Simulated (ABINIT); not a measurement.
Crystal: SnO.

```xyz
4
Lattice="3.3550 0.0000 0.0000 0.0000 5.6741 0.0000 0.0000 0.0000 4.2220" Properties=species:S:1:pos:R:3 pbc="T T T"
Sn    1.6775    4.3582    0.0555
Sn    0.0000    1.3159    2.1665
O     1.6775    0.6171    1.0000
O     0.0000    5.0570    3.1110
```

The cell comes from a database or a generator and needn't be the stable form of this composition.

```yaml
Program: ABINIT 10.8.3 (patched build)
Task: single point
Functional: PBEsol
Potentials_or_basis: PseudoDojo NC SR PBEsol v0.4.1 standard
Cutoff: 1143 eV
k_mesh: 8 × 5 × 6
Occupations: fermi-dirac, width 0.05 eV
Spin: no spin polarisation
```

On this cell: pressure -2.5 GPa; largest force 0.315 eV/Å; band gap on the k mesh 1.42 eV, indirect (least direct gap 2.00 eV).

The same run follows on a disturbed copy (atoms moved at random, drawn with an rms of 0.05 Å):

```
Sn O
1.0
     3.35500    0.00000    0.00000
     0.00000    5.67410    0.00000
     0.00000    0.00000    4.22197
Sn O
2 2
Direct
  0.51597 0.76695 0.00432
  0.99489 0.23071 0.51736
  0.50538 0.10886 0.24849
  0.99146 0.88834 0.74462
```

Problem. What does the disturbed cell give?

Solution. The energy moves by +11.7 meV/atom; pressure -1.3 GPa; largest force 0.889 eV/Å; band gap on the k mesh 1.44 eV, indirect (least direct gap 2.04 eV).

Forces in eV/Å, atoms in the order of the input:
```
Sn  -0.613  0.050  0.567
Sn   0.209 -0.163  0.013
O   -0.240 -0.370 -0.204
O    0.644  0.483 -0.376
```

Stress tensor (GPa, compression positive):
```
-0.94  1.02 -0.73
 1.02 -2.03 -1.13
-0.73 -1.13 -0.89
```

Caveats: spin-orbit coupling is left out, which moves the levels of the heavy elements; an odd mesh through Γ misses points on the zone boundary, where band edges often lie.
